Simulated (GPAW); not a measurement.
# P (buckled honeycomb monolayer): G0W0 on several meshes in GPAW

How does the mesh move the gap of P (buckled honeycomb monolayer)?

Program: GPAW 26.7.0. Level of theory: LDA and many-body steps on it, plane waves. Results are calculated unless marked as measured.

Most raw output is cut from this account.

### 1. Set-up

The cell holds 2 atoms: 2 P. Its edges and angles: a = 3.220 Å, b = 3.220 Å, c = 12.200 Å, α = 90.0°, β = 90.0°, γ = 120.0°. Vacuum lies along c.

Coordinates:

```xyz
2
Lattice="3.2204 0.0000 0.0000 -1.6102 2.7890 0.0000 0.0000 0.0000 12.2000" Properties=species:S:1:pos:R:3
P     0.0000    1.8593    5.4789
P     1.6102    0.9297    6.7211
```

The structure was relaxed with LDA. The runs that relaxed it are not among those shown.

### 2. Empty states on the mesh, 12×12×1 mesh, 258 bands

This step: GPAW 26.7.0; DFT, LDA, plane waves, PAW.

The sums over transitions need many empty states on a uniform mesh; this step solves for them.

The input, run.py:

```python
import json
import numpy as np
from gpaw.mpi import world
from gpaw import GPAW

calc = GPAW('gs.gpw').fixed_density(kpts={'size': (12, 12, 1), 'gamma': True},
    parallel={'domain': 1, 'band': 1},
    txt='nscf.txt')
calc.diagonalize_full_hamiltonian(nbands=258)
calc.write('full.gpw', mode='all')
res = {}
kpts = calc.get_ibz_k_points()
res['kpts'] = kpts
res['eigenvalues'] = [calc.get_eigenvalues(kpt=k) for k in range(len(kpts))]
res['n_electrons'] = calc.get_number_of_electrons()

if world.rank == 0:
    with open('result.json', 'w') as f:
        json.dump(res, f, default=lambda x: x.tolist())
```

Command:

```bash
$ mpirun -n 4 gpaw python run.py
```

It took 65 s on 4 MPI ranks of Arm Neoverse V1, shared host; peak memory 2.5 GiB; 4.4 min of CPU time.

This step gave:

| Property | Result |
| --- | --- |
| gap | 1.851 eV |
| k of the valence top | 0, 0, 0 |
| k of the conduction bottom | 0.3333, 0, 0 |
| least direct gap | 2.126 eV |
| k points computed | 19 |
| lowest point of the top converged band, above the valence top | 98.8883 eV |

On this mesh the gap is 1.851 eV.

### 3. 12×12×1

G0W0 replaces the xc potential by the self-energy, built once from these orbitals. Only a window of levels is corrected, while the sums run over the empty bands that the input names.

This step: G0W0 on LDA, plane waves, PAW.

The input, run.py:

```python
import json
import numpy as np
from gpaw.mpi import world
from gpaw.response.g0w0 import G0W0

gw = G0W0('full.gpw',
    filename='gw',
    kpts=[0, 8],
    bands=(3, 7),
    ecut=60,
    nbands=115,
    truncation='2D',
    integrate_gamma='sphere',
    q0_correction=True,
    frequencies={'type': 'nonlinear', 'domega0': 0.15, 'omega2': 15.0},
    eta=0.1,
    nblocksmax=True)
gw.calculate()
res = {mode: {k: v for k, v in r.items() if k != 'sigma_eskwn'}
       for mode, r in gw.all_results.items()}

if world.rank == 0:
    with open('result.json', 'w') as f:
        json.dump(res, f, default=lambda x: x.tolist())
```

Command:

```bash
$ mpirun -n 4 gpaw python run.py
```

Wall time 2.2 min (4 MPI ranks); peak memory 1.4 GiB; 8.6 min of CPU time.

Numbers from this step:

* G0W0 gap on the points computed: 2.970 eV
* least direct G0W0 gap on the computed points: 3.557 eV
* Z at the valence top: 0.7557
* Z at the conduction bottom: 0.7607
* starting gap on the mesh: 1.851 eV
* k of the valence top: 0, 0, 0
* k of the conduction bottom: 0.3333, 0, 0

The gap on the mesh goes from 1.85 eV to 2.97 eV, a correction of +1.12 eV.

### 4. Empty states on the mesh, 9×9×1 mesh, 125 bands

This step: DFT, LDA, plane waves, PAW.

The input, run.py:

```python
import json
import numpy as np
from gpaw.mpi import world
from gpaw import GPAW

calc = GPAW('gs.gpw').fixed_density(kpts={'size': (9, 9, 1), 'gamma': True},
    nbands=145,
    convergence={'bands': 125},
    txt='nscf.txt')
calc.write('full.gpw', mode='all')
res = {}
kpts = calc.get_ibz_k_points()
res['kpts'] = kpts
res['eigenvalues'] = [calc.get_eigenvalues(kpt=k) for k in range(len(kpts))]
res['n_electrons'] = calc.get_number_of_electrons()

if world.rank == 0:
    with open('result.json', 'w') as f:
        json.dump(res, f, default=lambda x: x.tolist())
```

Command:

```bash
$ mpirun -n 4 gpaw python run.py
```

Run time: 31 s. Hardware: 4 MPI ranks; peak memory 0.76 GiB.

This step gave:

```yaml
gap: 1.851 eV
k_of_the_valence_top: 0, 0, 0
k_of_the_conduction_bottom: 0.3333, 0, 0
least_direct_gap: 2.126 eV
k_points_computed: 12
lowest_point_of_the_top_converged_band_above_the_valence_top: 59.3410 eV
```

On this mesh the gap is 1.851 eV.

### 5. 9×9×1

This step: G0W0 on LDA, plane waves, PAW.

The input, run.py:

```python
import json
import numpy as np
from gpaw.mpi import world
from gpaw.response.g0w0 import G0W0

gw = G0W0('full.gpw',
    filename='gw',
    kpts=[0, 5],
    bands=(3, 7),
    ecut=60,
    nbands=115,
    truncation='2D',
    integrate_gamma='sphere',
    q0_correction=True,
    frequencies={'type': 'nonlinear', 'domega0': 0.15, 'omega2': 15.0},
    eta=0.1,
    nblocksmax=True)
gw.calculate()
res = {mode: {k: v for k, v in r.items() if k != 'sigma_eskwn'}
       for mode, r in gw.all_results.items()}

if world.rank == 0:
    with open('result.json', 'w') as f:
        json.dump(res, f, default=lambda x: x.tolist())
```

Command:

```bash
$ mpirun -n 4 gpaw python run.py
```

The job ended after 56 s (4 MPI ranks; peak memory 0.99 GiB).

Numbers from this step:

```yaml
g0w0_gap_on_the_points_computed: 3.005 eV
least_direct_g0w0_gap_on_the_computed_points: 3.592 eV
z_at_the_valence_top: 0.7523
z_at_the_conduction_bottom: 0.7601
starting_gap_on_the_mesh: 1.851 eV
k_of_the_valence_top: 0, 0, 0
k_of_the_conduction_bottom: 0.3333, 0, 0
```

Against G0W0 in GPAW (12×12×1 mesh, 115 bands, screening to 60 eV, full frequency, Hilbert transform), the gap moves by +0.036 eV.

### 6. Side by side

Times are wall times on 4 MPI ranks of Arm Neoverse V1, shared host, good to a factor of about two.

```
    run     mesh  bands  screening cutoff (eV)  DFT gap (eV)  gap on the mesh (eV)  direct (eV)     time
12×12×1  12×12×1    115                     60         1.851                 2.970        3.557  2.2 min
  9×9×1    9×9×1    115                     60         1.851                 3.005        3.592     56 s
```

### 7. Outcome

* 12×12×1: 2.970 eV
* 9×9×1: 3.005 eV
* known limits: not at the basis limit

**Reading.** 9×9×1: +0.036 eV against 12×12×1. Bands and cutoff are finite, so the gap is not at the basis limit. The miss can reach some tenths of an eV and take either sign; the mesh is an error of its own. These stock PAW sets were not made for GW. In the G0W0 runs levels were corrected at 2 k points alone, so a gap called «on the mesh» is the least over those, and an edge elsewhere would be missed.

[Paths, hosts, dates, memory and timing lines, banners, echoed tables and standing remarks are left out of the program output.]

[Logs are printed without paths, hosts, clocks, repeated set-up lines and the standing remarks that a program may print on its own settings, such as how far it seeks lower states.]

[Runs of the session that timed out or met a known fault of the program may be left out.]

[Hosts, paths, dates, database ids (printed as entryN), source tags and the programs' standing remarks are cut or masked in the printed files.]
